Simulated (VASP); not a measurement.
**PbTe in VASP: a PBE single point**

What does VASP give for PbTe (rocksalt), under +4.0 % biaxial strain in x and y, free along z, the cell held fixed? Runs: PBE. The results are then set beside those of Ansatz 0.2.0 for the same cell.

The runs shown are made with VASP 6.6.1. PAW datasets, plane waves. Calculated at 0 K for a non-magnetic cell.

## 1. The structure to begin with

The cell comes from an earlier relaxation with r2SCAN in another program, then strained, with the atoms relaxed again.

Space group I4/mmm (No. 139), tetragonal; a = 4.806 Å, c = 6.505 Å in the conventional setting, 37.57 Å³ an atom. Pb has 6 Te at 3.25–3.40 Å; Te has 6 Pb at 3.25–3.40 Å.

Coordinates:

```
CELL_PARAMETERS angstrom
0.00000 3.39855 3.25248
3.39855 0.00000 3.25248
3.39855 3.39855 0.00000
ATOMIC_POSITIONS crystal
Pb 0.00000 0.00000 0.00000
Te 0.50000 0.50000 0.50000
```

## 2. PBE

The input, INCAR:

```
ENCUT = 520.000000
SIGMA = 0.020000
EDIFF = 1.00e-07
GGA = PE
PREC = Accurate
IBRION = -1
ISIF = 2
ISMEAR = -1
NBANDS = 17
NELM = 120
NSW = 0
LASPH = .TRUE.
LCHARG = .TRUE.
LELF = .TRUE.
LWAVE = .FALSE.
LREAL = .FALSE.
```

The input, KPOINTS:

```
KPOINTS created by Atomic Simulation Environment
0
Gamma
8 8 8
0 0 0
```

The input, KPOINTS_OPT:

```
special points
7
Reciprocal
0.0000000000 0.0000000000 0.0000000000 1
0.5000000000 0.0000000000 0.5000000000 1
0.6250000000 0.2500000000 0.6250000000 1
0.3750000000 0.3750000000 0.7500000000 1
0.5000000000 0.5000000000 0.5000000000 1
0.5000000000 0.2500000000 0.7500000000 1
0.0000000000 0.0000000000 0.5000000000 1
```

The input, POSCAR:

```
Pb Te
 1.0000000000000000
     0.0000000000000000    3.3985503227999998    3.2524829413999998
     3.3985503227999998    0.0000000000000000    3.2524829413999998
     3.3985503227999998    3.3985503227999998    0.0000000000000000
 Pb  Te
   1   1
Cartesian
  0.0000000000000000  0.0000000000000000  0.0000000000000000
  3.3985503227999994  3.3985503227999994  3.2524829413999994
```

Potentials: the recommended PBE PAW datasets, 20 valence electrons in the neutral cell.

Started as:

```bash
$ mpirun -np 1 vasp_std
```

Standard output, without the iteration lines:

```text
POSCAR found type information on POSCAR PbTe
 POSCAR found :  2 types and       2 ions
 LDA part: xc-table for (Slater+PW92), standard interpolation
 POSCAR, INCAR and KPOINTS ok, starting setup
 FFT: planning ... GRIDC
 FFT: planning ... GRID_SOFT
 FFT: planning ... GRID
 WAVECAR not read
 entering main loop
 Start KPOINTS_OPT (optional k-point list driver)
k-point batch [1-7\7]
```

OSZICAR:

```text
N       E                     dE             d eps       ncg     rms          rms(c)
DAV:   1     0.153086190127E+03    0.15309E+03   -0.90870E+03  2006   0.111E+03
DAV:   2     0.317903010477E+01   -0.14991E+03   -0.14537E+03  2164   0.289E+02
DAV:   3    -0.735640275452E+01   -0.10535E+02   -0.10419E+02  2611   0.834E+01
DAV:   4    -0.764151248964E+01   -0.28511E+00   -0.28498E+00  2626   0.160E+01
DAV:   5    -0.765193583719E+01   -0.10423E-01   -0.10423E-01  2818   0.260E+00    0.276E+00
DAV:   6    -0.747349668785E+01    0.17844E+00   -0.41824E-01  2835   0.400E+00    0.162E+00
DAV:   7    -0.746906959135E+01    0.44271E-02   -0.10399E-01  2419   0.144E+00    0.878E-01
DAV:   8    -0.747198746636E+01   -0.29179E-02   -0.13887E-02  2307   0.115E+00    0.184E-01
DAV:   9    -0.747146889205E+01    0.51857E-03   -0.27009E-03  2938   0.475E-01    0.593E-02
DAV:  10    -0.747153887103E+01   -0.69979E-04   -0.21054E-04  2411   0.854E-02    0.278E-02
DAV:  11    -0.747154595255E+01   -0.70815E-05   -0.32510E-05  2692   0.416E-02    0.447E-03
DAV:  12    -0.747154655449E+01   -0.60193E-06   -0.29583E-06  2583   0.174E-02    0.661E-03
DAV:  13    -0.747154632497E+01    0.22952E-06   -0.34816E-07  2282   0.410E-03    0.253E-03
DAV:  14    -0.747154631447E+01    0.10500E-07   -0.24808E-07  2035   0.364E-03
   1 F= -.74715463E+01 E0= -.74715463E+01  d E =-.333931E-10
       N       E                     dE             ncg
DAV:   1     0.251109055855E+04   -0.31312E+04      238
DAV:   2     0.148979380421E+04   -0.10213E+04      240
DAV:   3     0.141085964780E+04   -0.78934E+02      328
DAV:   4     0.140885343140E+04   -0.20062E+01      267
DAV:   5     0.140874502758E+04   -0.10840E+00      371
DAV:   6     0.140874063059E+04   -0.43970E-02      305
DAV:   7     0.140874059732E+04   -0.33270E-04      361
DAV:   8     0.140874059670E+04   -0.61347E-06      310
DAV:   9     0.140874059670E+04   -0.36634E-08      265
```

The lines after F= are the extra pass for the points of KPOINTS_OPT, at fixed density; their E is not a total energy.

From OUTCAR:

```text
k-points           NKPTS =     59   k-points in BZ     NKDIM =     59   number of bands    NBANDS=     17

   NELECT =      20.0000    total number of electrons

   dimension x,y,z NGX =    36 NGY =   36 NGZ =   36
   dimension x,y,z NGXF=    72 NGYF=   72 NGZF=   72

  energy-cutoff  :      520.00
  volume of cell :       75.13
      direct lattice vectors                 reciprocal lattice vectors
     0.000000000  3.398550323  3.252482941    -0.147121553  0.147121553  0.153728708
     3.398550323  0.000000000  3.252482941     0.147121553 -0.147121553  0.153728708
     3.398550323  3.398550323  0.000000000     0.147121553  0.147121553 -0.153728708

 k-points in reciprocal lattice and weights: KPOINTS created by Atomic Simulation Env
   0.00000000  0.00000000  0.00000000       0.002
   0.12500000  0.00000000  0.00000000       0.016
   0.25000000  0.00000000  0.00000000       0.016
   0.37500000 -0.00000000  0.00000000       0.016
   0.50000000  0.00000000  0.00000000       0.008
   0.12500000  0.12500000  0.00000000       0.004
   0.25000000  0.12500000  0.00000000       0.016
   0.37500000  0.12500000  0.00000000       0.016
[... 51 more k-points ...]

 E-fermi :   4.7454

 k-point     1 :       0.0000    0.0000    0.0000
  band No.  band energies     occupation
      1     -12.2891      2.00000
      2     -12.2867      2.00000
      3     -12.2692      2.00000
      4     -12.2692      2.00000
      5     -12.2672      2.00000
      6      -6.8875      2.00000
      7      -1.5304      2.00000
      8       3.0717      2.00000
      9       3.4873      2.00000
     10       3.4873      2.00000
     11       7.9541      0.00000
     12       7.9541      0.00000
     13       8.8830      0.00000
     14      10.2642      0.00000
     15      10.2642      0.00000
     16      10.5145      0.00000
     17      11.2697      0.00000

 k-point     2 :       0.1250    0.0000    0.0000
  band No.  band energies     occupation
      1     -12.2897      2.00000
      2     -12.2861      2.00000
      3     -12.2690      2.00000
      4     -12.2678      2.00000
      5     -12.2677      2.00000
      6      -6.7734      2.00000
      7      -1.8381      2.00000
      8       3.1934      2.00000
      9       3.5011      2.00000
     10       3.5707      2.00000
     11       7.3506      0.00000
     12       7.4963      0.00000
     13       8.2505      0.00000
     14      10.2012      0.00000
     15      10.5516      0.00000
     16      10.6830      0.00000
     17      12.1297      0.00000

 k-point     3 :       0.2500    0.0000    0.0000
  band No.  band energies     occupation
      1     -12.2914      2.00000
      2     -12.2851      2.00000
      3     -12.2717      2.00000
      4     -12.2654      2.00000
      5     -12.2640      2.00000
      6      -6.4484      2.00000
      7      -2.5712      2.00000
      8       3.4296      2.00000
      9       3.5533      2.00000
     10       3.8078      2.00000
     11       6.3582      0.00000
     12       6.6716      0.00000
     13       7.1924      0.00000
     14      10.4641      0.00000
     15      11.3401      0.00000
     16      11.3702      0.00000
     17      13.7951      0.00000

 k-point     4 :       0.3750   -0.0000    0.0000
  band No.  band energies     occupation
      1     -12.2936      2.00000
      2     -12.2849      2.00000
      3     -12.2741      2.00000
      4     -12.2626      2.00000
      5     -12.2598      2.00000
      6      -5.9941      2.00000
      7      -3.3764      2.00000
      8       3.6433      2.00000
      9       3.6527      2.00000
     10       4.1333      2.00000
     11       5.5663      0.00000
     12       6.0027      0.00000
     13       6.3072      0.00000
     14      11.3982      0.00000
     15      12.4587      0.00000
     16      12.5419      0.00000
     17      14.4860      0.00000

 k-point     5 :       0.5000    0.0000    0.0000
  band No.  band energies     occupation
      1     -12.2946      2.00000
      2     -12.2852      2.00000
      3     -12.2748      2.00000
      4     -12.2614      2.00000
      5     -12.2580      2.00000
      6      -5.7153      2.00000
      7      -3.7884      2.00000
      8       3.6979      2.00000
      9       3.7590      2.00000
     10       4.3603      2.00000
     11       5.2077      0.00000
     12       5.7404      0.00000
     13       5.9291      0.00000
     14      12.5643      0.00000
     15      13.2283      0.00000
     16      13.5727      0.00000
     17      13.6974      0.00000

 k-point     6 :       0.1250    0.1250    0.0000
  band No.  band energies     occupation
      1     -12.2879      2.00000
      2     -12.2876      2.00000
      3     -12.2705      2.00000
      4     -12.2668      2.00000
      5     -12.2668      2.00000
      6      -6.7195      2.00000
      7      -1.9792      2.00000
      8       3.2291      2.00000
      9       3.2291      2.00000
     10       3.9059      2.00000
     11       6.9976      0.00000
     12       8.0013      0.00000
     13       8.0013      0.00000
     14       9.6781      0.00000
     15      11.0540      0.00000
     16      11.0540      0.00000
     17      11.5204      0.00000

 k-point     7 :       0.2500    0.1250    0.0000
  band No.  band energies     occupation
      1     -12.2878      2.00000
      2     -12.2878      2.00000
      3     -12.2749      2.00000
      4     -12.2640      2.00000
      5     -12.2633      2.00000
      6      -6.4508      2.00000
      7      -2.5080      2.00000
      8       3.0629      2.00000
      9       3.0901      2.00000
     10       4.2809      2.00000
     11       6.1575      0.00000
     12       7.5710      0.00000
     13       7.6842      0.00000
     14       9.5309      0.00000
     15      11.7063      0.00000
     16      11.9136      0.00000
     17      12.5724      0.00000

 k-point     8 :       0.3750    0.1250    0.0000
  band No.  band energies     occupation
      1     -12.2899      2.00000
      2     -12.2871      2.00000
      3     -12.2784      2.00000
      4     -12.2614      2.00000
      5     -12.2591      2.00000
      6      -6.0284      2.00000
      7      -3.2022      2.00000
      8       3.0709      2.00000
      9       3.1113      2.00000
     10       3.8358      2.00000
     11       6.2496      0.00000
     12       6.8993      0.00000
     13       7.0019      0.00000
     14      10.0689      0.00000
     15      12.7115      0.00000
     16      13.0956      0.00000
     17      14.0105      0.00000

 k-point     9 :       0.5000    0.1250    0.0000
  band No.  band energies     occupation
      1     -12.2923      2.00000
      2     -12.2868      2.00000
      3     -12.2780      2.00000
      4     -12.2608      2.00000
      5     -12.2573      2.00000
      6      -5.6770      2.00000
      7      -3.6866      2.00000
      8       2.9731      2.00000
      9       3.2688      2.00000
     10       3.5318      2.00000
     11       6.0204      0.00000
     12       6.3801      0.00000
     13       7.1307      0.00000
     14      11.1841      0.00000
     15      13.1030      0.00000
     16      13.7255      0.00000
     17      14.0744      0.00000

 k-point    10 :      -0.3750    0.1250    0.0000
  band No.  band energies     occupation
      1     -12.2935      2.00000
      2     -12.2857      2.00000
      3     -12.2753      2.00000
      4     -12.2624      2.00000
      5     -12.2590      2.00000
      6      -5.8162      2.00000
      7      -3.4727      2.00000
      8       2.5721      2.00000
      9       3.5909      2.00000
     10       3.8484      2.00000
     11       5.6555      0.00000
     12       5.9988      0.00000
     13       7.8490      0.00000
     14      11.4479      0.00000
     15      12.3364      0.00000
     16      12.8872      0.00000
     17      14.2693      0.00000

 k-point    11 :      -0.2500    0.1250    0.0000
  band No.  band energies     occupation
      1     -12.2930      2.00000
      2     -12.2841      2.00000
      3     -12.2720      2.00000
      4     -12.2655      2.00000
      5     -12.2629      2.00000
      6      -6.2467      2.00000
      7      -2.7943      2.00000
      8       2.4305      2.00000
      9       3.8237      2.00000
     10       4.1340      2.00000
     11       5.6704      0.00000
     12       6.0480      0.00000
     13       8.5523      0.00000
     14      10.5167      0.00000
     15      11.2143      0.00000
     16      12.9338      0.00000
     17      13.9978      0.00000

[... the tables of k-points 12 to 59 left out ...]

  Total       -1.4042453     -1.4042453      0.2755616      0.0000000      0.0000000      0.0000000
  in kB      -29.9447798    -29.9447798      5.8762045      0.0000000      0.0000000      0.0000000
  external PRESSURE =     -18.0044517 kB  Pullay stress =       0.0000000 kB

 POSITION                                       TOTAL-FORCE (eV/Angst)
 -----------------------------------------------------------------------------------
      0.00000      0.00000      0.00000         0.000000     -0.000000      0.000000
      3.39855      3.39855      3.25248        -0.000000      0.000000     -0.000000
 -----------------------------------------------------------------------------------
    total drift:                                0.000000      0.000000      0.000000

  FREE ENERGIE OF THE ION-ELECTRON SYSTEM (eV)
  ---------------------------------------------------
  free  energy   TOTEN  =        -7.4715463145 eV

  energy  without entropy=       -7.4715463144  energy(sigma->0) =       -7.47154631
```

Hardware: 1 MPI rank of Intel Xeon Platinum 8488C, shared host.

The levels at the points of KPOINTS_OPT are read from vasprun.xml.

Levels at the named points, in eV from the top of band v (v: the last filled band by count, c: the next):

```
point    v−1      v     c   c+1
    Γ  -0.87  -0.87  3.59  3.59
    X  -2.46  -2.02  3.73  4.62
    U  -1.82  -1.62  3.18  3.88
    K  -1.90  -1.83  3.38  3.58
    L  -0.60   0.00  0.85  1.38
    W  -3.12  -0.33  1.68  4.95
```

The PBE gap is 0.85 eV, direct at L. The pressure is -1.80 GPa; the forces vanish within 0.01 eV/Å.

The maps below are laid out on this run's own conventional cell (a, b, c = 4.806, 4.806, 6.505 Å).

Density in a lattice plane of the grid's cell (edges 4.81 and 6.50 Å, at 0.000 of the third edge), which holds Pb and Te.

Ten even steps from ' ' (-0.49 e/Å³) to '@' (8.42 e/Å³):
```
##**==....                  ....==**
----::..                      ..::--
......                          ....
                                    
                                    
                                    
....                              ..
........                      ......
    ....                      ....  
      ....                  ....    
    ....                      ....  
........                      ......
....                              ..
                                    
                                    
                                    
......                          ....
----::..                      ..::--
##**==....                  ....==**
@@%%++::..                  ..::++%%
```
Columns run along the first of these edges and rows up along the second, over one cell in 18 and 20 even steps from the bottom left corner. Atoms in the plane (fractional): Pb at (0.00, 0.00), Te at (0.00, 0.50).

ELF in the same plane.

Ten even steps from '0' (0.02) to '9' (0.86):
```
113543100000134531
345532100000123554
554321000000012345
332210000000001223
443321000000012334
887653100000135678
999986310001368999
999998520002589999
789998630003689998
568999731013799986
789998630003689998
999998520002589999
999986310001368999
887653100000135678
443321000000012334
332210000000001223
554321000000012345
345532100000123554
113543100000134531
922553100000135522
```
Columns run along the first of these edges and rows up along the second, over one cell in 18 and 20 even steps from the bottom left corner. Atoms in the plane (fractional): Pb at (0.00, 0.00), Te at (0.00, 0.50).

Both are smooth fields of the valence electrons: close to the nuclei they are not physical.

Outside the cores ELF peaks at 0.86 in the shell around Te, 1.0 Å from Te.

## 3. Summary

```
level  gap (eV)  pressure (GPa)  Ansatz: gap (eV)  Ansatz: pressure (GPa)
  PBE      0.85           -1.80              0.84                   -1.77
```

**Reading.** Spin-orbit coupling is left out, though the cell holds Pb (Z = 82); in an element this heavy it can shift bands and gaps by tenths of an eV. The two programs agree on the gap within 0.01 eV. Each program uses its own PAW datasets and cutoff. VASP's cell holds 20 valence electrons and Ansatz's 30.
